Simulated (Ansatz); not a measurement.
**Sr: other elements on the same sites**

One table from this session's results is given with a row withheld; the runs are named, their logs left out.

Program: Ansatz 0.2.0. Level of theory: DFT PBEsol, scalar-relativistic, plane waves, PAW. These are calculated values, not measurements.

3 further runs of the same task are left out: 3 set aside as unsound or not needed.

## The starting structure

It takes space group P6_3/mmc (No. 194, hexagonal). Conventional cell: a = 4.190 Å, b = 4.190 Å, c = 13.720 Å, α = 90.00°, β = 90.00°, γ = 120.00°. Around Sr (site symmetry -3m) lie 12 Sr at 4.19 to 4.20 Å. Sr (site symmetry -6m2) is surrounded by 12 Sr at 4.19 to 4.20 Å.

Coordinates:

```cif
data_structure
_symmetry_space_group_name_H-M 'P 1'
_symmetry_Int_Tables_number 1
_cell_length_a 4.1899
_cell_length_b 4.1899
_cell_length_c 13.7203
_cell_angle_alpha 90.000
_cell_angle_beta 90.000
_cell_angle_gamma 120.000
_cell_volume 208.59
loop_
_atom_site_label
_atom_site_type_symbol
_atom_site_fract_x
_atom_site_fract_y
_atom_site_fract_z
_atom_site_occupancy
Sr1 Sr 0.00000 0.00000 0.00000 1
Sr2 Sr 0.33333 0.66667 0.25000 1
Sr3 Sr 0.00000 0.00000 0.50000 1
Sr4 Sr 0.66667 0.33333 0.75000 1
```

It goes back to an entry of the Materials Project, which need not be the stable form.

It is the result of an earlier relaxation at this level (volume 52.15 Å³/atom; gap on the mesh: none (metal)).

Set-up of the first run:

Input file input.yaml:

```yaml
crystal:
  lattice:
    - [3.3446218861, 0.0, 0.0]
    - [-1.6723109431, 2.8965275194, 0.0]
    - [0.0, 0.0, 10.952483956]
  atoms:
    - { symbol: Mg, position: [0.0, 0.0, 0.0] }
    - { symbol: Mg, position: [0.3333333333, 0.6666666667, 0.25] }
    - { symbol: Mg, position: [0.0, 0.0, 0.5] }
    - { symbol: Mg, position: [0.6666666667, 0.3333333333, 0.75] }
basis:
  ecutwfc: 420
kpoints:
  mp_grid: { grid: [6, 6, 2] }
hamiltonian:
  xc: pbesol
scf:
  occupations: { method: gaussian, width: 0.1 }
output:
  forces: true
  stress: true
  eigenvalues: true
```

Started as:

```sh
$ ansatz run input.yaml --threads 1 --pin off --max-ram 2560MiB --backend cpu --events-out ev --progress --plain --runs-dir out
```

Among the steps run: A first look at the start (Mg); Relaxing cell and atoms (Mg); Relaxation repeated (Mg); Quick check of gap, pressure and forces (Co); A loose first relaxation (Co); Full relaxation (Co).

One of the session's tables, all rows but one given; the rest of the session is left out.

| swap | volume (Å³/atom) | a (Å) | b (Å) | c (Å) |
| --- | --- | --- | --- | --- |
| none | 52.15 | 4.190 | 4.190 | 13.720 |
| Sr → Zn | 14.33 | 2.587 | 2.587 | 9.888 |
| Sr → Y | 30.88 | 3.538 | 3.538 | 11.394 |
| Sr → Mg | 22.58 | 3.191 | 3.191 | 10.241 |
| Sr → Co | ? | ? | ? | ? |

Estimate the missing values for Sr → Co.

As computed: volume (Å³/atom): 10.39; a (Å): 2.455; b (Å): 2.455; c (Å): 7.965. In the column «volume (Å³/atom)» it is the lowest.

Lengths are those of the computed cell. Rows of earlier swaps come from the sessions before.

Caveats from the session: The measured c of this compound is far from this cell's, so the row may belong to another stacking.
